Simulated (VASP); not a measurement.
Set up this calculation in VASP 6.6.1, as the native input.

```
Task                   : single point
Functional             : LDA
Potentials or basis    : VASP PAW LDA potentials, release 64 (N)
Cutoff                 : 400 eV
k mesh                 : 1 × 1 × 1
Occupations            : gaussian, width 0.01 eV
Spin                   : collinear spin, ferromagnetic start
Starting moments       : [3.1] μB
Fixed moment           : 3 μB
Further INCAR settings : ALGO = Normal; EDIFF = 1e-06; ISYM = 0
```

The structure of N lies in POSCAR:

```
N                                       
1.0
   10.5000000000      0.0000000000      0.0000000000
    0.0000000000     11.0000000000      0.0000000000
    0.0000000000      0.0000000000     11.5000000000
  N             
     1
Selective dynamics
Direct
     0.5000000000000000    0.5045454544999970    0.5000000000000000   F   F   F
```

The input as run:

INCAR

```
SYSTEM = N
PREC = Accurate ; ENCUT = 400
EDIFF = 1E-6 ; ISMEAR = 0
SIGMA = 0.01 ; LREAL = .FALSE.
LASPH = .TRUE. ; NELM = 80
ALGO = Normal ; ISIF = 2
LWAVE = .FALSE. ; LCHARG = .FALSE.
ISPIN = 2 ; MAGMOM = 3.1
LORBIT = 11 ; NUPDOWN = 3
GGA = CA ; ISYM = 0
```

KPOINTS

```
regular mesh
0
G
  1 1 1
  0 0 0
```

Potentials or basis: VASP PAW LDA potentials, release 64 (N).

The run is started by

```bash
$ cat potpaw_LDA.64/N/POTCAR > POTCAR
$ mpirun -np 4 vasp_gam > vasp.out
```

It gave:

The net moment is 3.00 μB per cell and the site moments are N +1.91 μB. The valence electrons inside the program's atomic spheres are N 3.25.

Caveat: the total moment is fixed, so each spin has its own Fermi level.

Run time: 8.6 s on 4 MPI ranks on Intel(R) Xeon(R) 6975P-C (Granite Rapids) (shared host), peak memory 0.26 GiB a rank.
